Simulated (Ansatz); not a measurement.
# Sn (Immm) in Ansatz: notebook

Aim: see how the results for Sn move with the level of theory and the settings. Levels: PBE+D3(BJ), PBEsol. Tasks: magnetic field, single point, equation of state.

Everything below comes from runs of Ansatz 0.2.0. Logs are shortened: lines on timing, memory, paths and dates and some standing lists are left out, and cuts for length are marked.

## 1. Starting point

It takes space group Immm (No. 71, orthorhombic). The conventional cell has a = 3.453 Å, b = 3.551 Å, c = 4.677 Å, α = 90.00°, β = 90.00°, γ = 90.00°. Sn (site symmetry mmm) has 12 Sn at 3.41 to 3.55 Å as nearest neighbours.

This isn't the form of Sn at room conditions, which is tetragonal (white tin).

## 2. Magnetic field, PBE+D3(BJ), collinear spin, ferromagnetic start (cell strained at random at fixed volume)

input.yaml reads:

```yaml
crystal:
  lattice:
    - [-1.724905, 1.784929, 2.349806]
    - [1.771082, -1.793217, 2.390194]
    - [1.666212, 1.736144, -2.356099]
  atoms:
    - { symbol: Sn, position: [0.0, 0.0, 0.0], spin: 0.5 }
kpoints:
  mp_grid: { grid: [11, 11, 11] }
scf:
  occupations: { method: fermi_dirac, width: 0.1 }
hamiltonian:
  xc: pbe
  dispersion: d3bj
  pseudopotentials:
    kind: all_electron
    lapw: { basis_error: 0.001, small_component_spin: dirac_moment }
magnetization:
  spin_polarized: true
  magnetic_field: 1000
output:
  forces: true
  stress: true
  eigenvalues: true
```

Potentials or basis: all-electron LAPW, Dirac moment of small components.

Run with:

```sh
ansatz run input.yaml --threads 1 --pin off --max-ram 2560MiB --backend cpu --events-out ev --progress --plain --runs-dir out
```

What it wrote:

```text
Warning: RAYON_NUM_THREADS=1 ignored (pool sized by the plan → 1); use --threads N
LAPW: plane waves up to 6.470 Å⁻¹, error target 1.0e-3 eV per atom; small_component_spin dirac_moment; Sn in spheres of 1.684 Å, 22 of its electrons in bands, Dirac shells [] (how accurate: hamiltonian.pseudopotentials.lapw.basis_error, Limitations)
Engine: ansatz 0.2.0, x86_64-unknown-linux-gnu
Pseudopotentials: kind: all_electron
Pseudopotential: Sn, LAPW, valence charge 22, lapw/all_electron/scalar/gaussian/Sn, Koelling and Harmon's equation, gaussian nucleus
Functional definition: PBE
  parameter kappa = 0.804
  parameter beta = 0.06672455060314922
  exchange = pbe_x(kappa = kappa, mu = beta*pi^2/3)
  correlation = pbe_c(beta = beta)
Crystal: 1 atoms, lattice volume = 28.673 Å³
Basis set: ecut = 159.47733786747636 eV, 135 PW (Γ), exchange–correlation at level 2
Bands: 16, of which v1, the nominal top of the filled ones, is band 11 counted from 1 (10 counted from 0)
Symmetry: 2 space group operations
Space group: P-1 (ITA 2), of the structure as read, at distance tolerance 3.1e-5 Å
Magnetic group: BNS 2.4 (UNI 4), of the structure as read, at distance tolerance 3.1e-5 Å
k-points: 666 of 1331
Non-local potential: Sn, projectors of the file, none
Initial density: superposition of atomic densities (chi_scale 0.1, normalization cell)
Starting moments: Σ|m| = 0.5 μB on 1 of 1 site
Magnetic field: 1000 T along the axis of the moments, on the spin alone (57.8838 meV per μB along it)
Initial wavefunctions: plane waves of lowest kinetic energy (no species holds an atomic orbital)
Functional: x = pbe(κ = 0.804, μ = 0.2195149727645171), c = pbe(β = 0.06672455060314922)
iter 1 solved again at ethr=2.00e-5 eV; its pass at ethr=1.00e-1 eV (dr2=4.41e-3 eV) is discarded
SCF iter   1: F=—  HF=-168089.719979 eV  |F-HF|=—  |Δ(HF+E_count)|=         —  Δρ=6.95e-3 (↑6.95e-3 ↓6.59e-3)  dr2=4.46e-3  dr2_m=1.07e-2  M=0.138 μB ∫|m|=0.142 μB  β_m=0.30  ethr=2.00e-5  ⟨swp⟩=3.8  Hψ=154434  notcnv=0
preconditioner: auto → Kerker (q_TF=auto, 2.610 Å⁻¹)  [metal: Δε(μ)=0.002 eV  Ē_g=24.074 eV  σ=0.100 eV  W_gap=0.00  n_scr=12 (ndim 8)  ℏωp=25.9 eV  f_vac=0.000  D(μ)=0.56/eV (n_scr^D=0)]
spin=Collinear: Kerker preconditioning applied to the charge; magnetization (m = ρ↑ − ρ↓) channel mixes plain (no charge-response kernel on spin).
SCF iter   2: F=—  HF=-168089.727684 eV  |F-HF|=—  |Δ(HF+E_count)|=   7.71e-3  Δρ=5.34e-3 (↑5.34e-3 ↓5.12e-3)  dr2=2.93e-3  dr2_m=6.39e-3  M=0.111 μB ∫|m|=0.114 μB  β_m=0.30  ethr=2.00e-5  ⟨swp⟩=2.0  Hψ=58943  notcnv=0
SCF iter   3: F=—  HF=-168089.734509 eV  |F-HF|=—  |Δ(HF+E_count)|=   6.82e-3  Δρ=3.96e-3 (↑3.96e-3 ↓3.89e-3)  dr2=1.18e-3  dr2_m=3.79e-3  M=0.091 μB ∫|m|=0.094 μB  β_m=0.30  ethr=1.33e-5  ⟨swp⟩=2.0  Hψ=58967  notcnv=0
SCF iter   4: F=—  HF=-168089.740000 eV  |F-HF|=—  |Δ(HF+E_count)|=   5.49e-3  Δρ=2.96e-3 (↑2.96e-3 ↓2.95e-3)  dr2=3.75e-4  dr2_m=2.22e-3  M=0.077 μB ∫|m|=0.079 μB  β_m=0.30  ethr=5.34e-6  ⟨swp⟩=2.0  Hψ=58958  notcnv=0
SCF iter   5: F=—  HF=-168089.743267 eV  |F-HF|=—  |Δ(HF+E_count)|=   3.27e-3  Δρ=2.25e-3 (↑2.25e-3 ↓2.25e-3)  dr2=1.92e-4  dr2_m=1.29e-3  M=0.067 μB ∫|m|=0.068 μB  β_m=0.30  ethr=1.70e-6  ⟨swp⟩=2.2  Hψ=59456  notcnv=0
iter 6 solved again at ethr=2.56e-8 eV; its pass at ethr=8.74e-7 eV (dr2=5.63e-6 eV) is discarded
SCF iter   6: F=—  HF=-168089.745221 eV  |F-HF|=—  |Δ(HF+E_count)|=   1.95e-3  Δρ=1.70e-3 (↑1.69e-3 ↓1.70e-3)  dr2=5.64e-6  dr2_m=7.51e-4  M=0.059 μB ∫|m|=0.059 μB  β_m=0.30  ethr=2.56e-8  ⟨swp⟩=2.0  Hψ=101999  notcnv=0
SCF iter   7: F=—  HF=-168089.746333 eV  |F-HF|=—  |Δ(HF+E_count)|=   1.11e-3  Δρ=1.29e-3 (↑1.29e-3 ↓1.29e-3)  dr2=1.89e-6  dr2_m=4.35e-4  M=0.053 μB ∫|m|=0.053 μB  β_m=0.30  ethr=2.56e-8  ⟨swp⟩=3.0  Hψ=61948  notcnv=0
SCF iter   8: F=—  HF=-168089.746990 eV  |F-HF|=—  |Δ(HF+E_count)|=   6.57e-4  Δρ=9.80e-4 (↑9.79e-4 ↓9.80e-4)  dr2=3.11e-7  dr2_m=2.52e-4  M=0.048 μB ∫|m|=0.049 μB  β_m=0.30  ethr=8.58e-9  ⟨swp⟩=3.0  Hψ=61962  notcnv=0
Mixer restart at iter 8: flushing history
spin-set hold released at iteration 8 (site moments contracting): the magnetisation degrees of freedom join the quasi-Newton model from the next iteration; the mixer history was flushed
SCF iter   9: F=—  HF=-168089.747378 eV  |F-HF|=—  |Δ(HF+E_count)|=   3.87e-4  Δρ=7.46e-4 (↑7.45e-4 ↓7.46e-4)  dr2=2.07e-7  dr2_m=1.46e-4  M=0.045 μB ∫|m|=0.045 μB  β_m=0.65  ethr=1.41e-9  ⟨swp⟩=3.4  Hψ=64267  notcnv=0
SCF iter  10: F=—  HF=-168089.747932 eV  |F-HF|=—  |Δ(HF+E_count)|=   5.54e-4  Δρ=2.22e-5 (↑2.22e-5 ↓2.18e-5)  dr2=2.08e-8  dr2_m=1.23e-7  M=0.034 μB ∫|m|=0.034 μB  β_m=0.82  ethr=9.42e-10  ⟨swp⟩=4.0  Hψ=71625  notcnv=0
SCF iter  11: F=—  HF=-168089.747933 eV  |F-HF|=—  |Δ(HF+E_count)|=   9.97e-7  Δρ=7.99e-6 (↑7.99e-6 ↓7.88e-6)  dr2=6.87e-9  dr2_m=1.53e-8  M=0.034 μB ∫|m|=0.034 μB  β_m=0.91  ethr=9.46e-11  ⟨swp⟩=3.1  Hψ=62154  notcnv=0
SCF iter  12: F=—  HF=-168089.747933 eV  |F-HF|=—  |Δ(HF+E_count)|=   1.31e-7  Δρ=1.17e-6 (↑1.17e-6 ↓1.05e-6)  dr2=1.28e-9  dr2_m=1.15e-10  M=0.034 μB ∫|m|=0.034 μB  β_m=0.95  ethr=3.12e-11  ⟨swp⟩=3.0  Hψ=62021  notcnv=0
SCF iter  13: F=—  HF=-168089.747933 eV  |F-HF|=—  |Δ(HF+E_count)|=  9.90e-10  Δρ=5.49e-7 (↑5.49e-7 ↓5.13e-7)  dr2=3.82e-10  dr2_m=1.24e-11  M=0.034 μB ∫|m|=0.034 μB  β_m=0.83  ethr=5.83e-12  ⟨swp⟩=3.0  Hψ=61378  notcnv=0
SCF iter  14: F=—  HF=-168089.747933 eV  |F-HF|=—  |Δ(HF+E_count)|=  2.91e-10  Δρ=2.10e-7 (↑1.74e-7 ↓2.10e-7)  dr2=3.92e-11  dr2_m=3.86e-12  M=0.034 μB ∫|m|=0.034 μB  β_m=0.91  ethr=1.74e-12  ⟨swp⟩=3.0  Hψ=61877  notcnv=0
SCF iter  15: F=-168089.747933 eV  HF=-168089.747933 eV  |F-HF|=8.73e-11  |Δ(HF+E_count)|=  3.20e-10  Δρ=4.26e-8 (↑2.30e-8 ↓4.26e-8)  dr2=1.49e-12  dr2_m=9.90e-14  M=0.034 μB ∫|m|=0.034 μB  ethr=1.22e-12 (applied; sched 1.00e-12)  ⟨swp⟩=2.0  Hψ=58991  notcnv=0
SCF 1 converged in 15 iterations: F = -168089.747933 eV  dr2 = 1.49e-12
SCF converged after 15 iterations
Magnetization: 0.0335 μB (11.0168 up, 10.9832 down)
Absolute magnetization: 0.0335 μB (∫|ρ↑−ρ↓|)
Spin contamination: 0.0000 ħ² per cell (⟨S²⟩ above its minimum at these occupations)
Per-site moments (μB) at R_I (Å): [(0.025697537417848082, 1.6838690995348424)]
Free energy (F): -168089.747933 eV
Harris-Foulkes:  -168089.747933 eV  (|F-HF|=8.73e-11)
Internal energy: -168089.731809 eV  (E = F + TS)
E sigma→0 (E₀):  -168089.739871 eV
Entropy (-TS):   -0.016124 eV (-16.124 meV/atom)
Fermi energy:    12.921104 eV
--- Per-component energies (eV) ---
  E_band       = -719.242115
  E_kinetic    = 176782.779847
  E_xc         = -4497.189895
  E_zeeman     = -0.001940  (= −μ_B·B·M)
  E_electrostatic = -340374.954876  (all electrons and nuclei)
  E_disp       = -0.364945  (pairwise vdW)
  E_smearing   = -0.016124  (= −TS)
  E_closure    = 0.000000  (closes the sum)
  E_atoms      = -168085.610346  (free atoms, spherical and without spin; not in F)
  Σ components = -168089.747933   (vs F -168089.747933, Δ=0.00e0)
  Basis errors (estimates in eV, not in F): energy 2.2e-4 per atom: plane waves 2.1e-4 (1.1e-4 summed), levels above the bands 8.1e-49, relativity 1.9e-8, radial functions 2.5e-6, core shells 8.6e-11; eigenvalues (radial functions only) 1.3e-4; not estimated: angular momenta, meshes, grids; target (lapw.basis_error) 1.0e-3; muffin-tin radii Sn 1.684 Å
--- Forces (eV/Å), atoms counted from 1 ---
  atom   1  Sn     0.00000000     0.00000000     0.00000000
  max |Σ_I F_I| component: 0.00e0 eV/Å
--- Stress (GPa, compression-positive) ---
       -2.597749       0.167773      -0.434457
        0.167773      -3.730046       0.090947
       -0.434457       0.090947      -2.865573
  P = ⅓ Tr σ = -3.0645 GPa (-30.645 kbar)
--- Band table (eV; the first three rows and the last of 1332) ---
  k-point 0 ↑: bands = ["-116.6325", "-72.4187", "-72.4139", "-72.4113", "-8.7045", "-8.6831", "-8.6720", "-8.6366", "-8.6062", "2.0906", "19.8906", "19.9784", "20.4582", "23.4543", "23.9855", "24.2962"]
  k-point 1 ↑: bands = ["-116.6325", "-72.4188", "-72.4140", "-72.4114", "-8.6945", "-8.6841", "-8.6636", "-8.6359", "-8.6082", "2.3093", "18.9795", "19.1026", "19.5301", "22.0712", "25.3025", "25.3427"]
  k-point 2 ↑: bands = ["-116.6324", "-72.4190", "-72.4145", "-72.4116", "-8.7049", "-8.6519", "-8.6447", "-8.6382", "-8.6040", "2.9658", "17.4163", "17.4562", "17.8898", "20.6588", "22.2412", "27.4179"]
  k-point 665 ↓: bands = ["-116.5149", "-72.3022", "-72.2972", "-72.2944", "-8.5745", "-8.5498", "-8.5222", "-8.4790", "-8.4453", "5.1460", "11.2231", "15.9041", "17.4474", "21.9290", "24.2955", "25.6297"]
```

Wall time 51 s (1 thread of AMD EPYC 9R45 (Zen 5), shared host); peak memory 0.89 GiB.

What came out:

```yaml
Free_energy: -168089.7479 eV
Pressure: -3.1 GPa
Band_gap_on_the_k_mesh: none (metal or under the smearing width)
Net_moment: 0.03 μB per cell
Absolute_moment: 0.03 μB per cell
Site_moments: Sn +0.03 μB
```

Stress tensor (GPa, compression positive):
```
-2.60  0.17 -0.43
 0.17 -3.73  0.09
-0.43  0.09 -2.87
```

Levels at points of the mesh, in eV from the Fermi level:
Spin up:
```
           k point  band 9  band 10  band 11  band 12  band 13  band 14
(0.00, 0.00, 0.00)  -21.53   -10.83     6.97     7.06     7.54    10.53
```
Spin down:
| k point | band 9 | band 10 | band 11 | band 12 | band 13 | band 14 |
| --- | --- | --- | --- | --- | --- | --- |
| (0.00, 0.00, 0.00) | -21.41 | -10.69 | 7.11 | 7.20 | 7.67 | 10.68 |

Caveat: pairwise dispersion overbinds metals, which lowers pressure and volume; the starting moments weren't kept.

(Continued in part 2 of 2.)
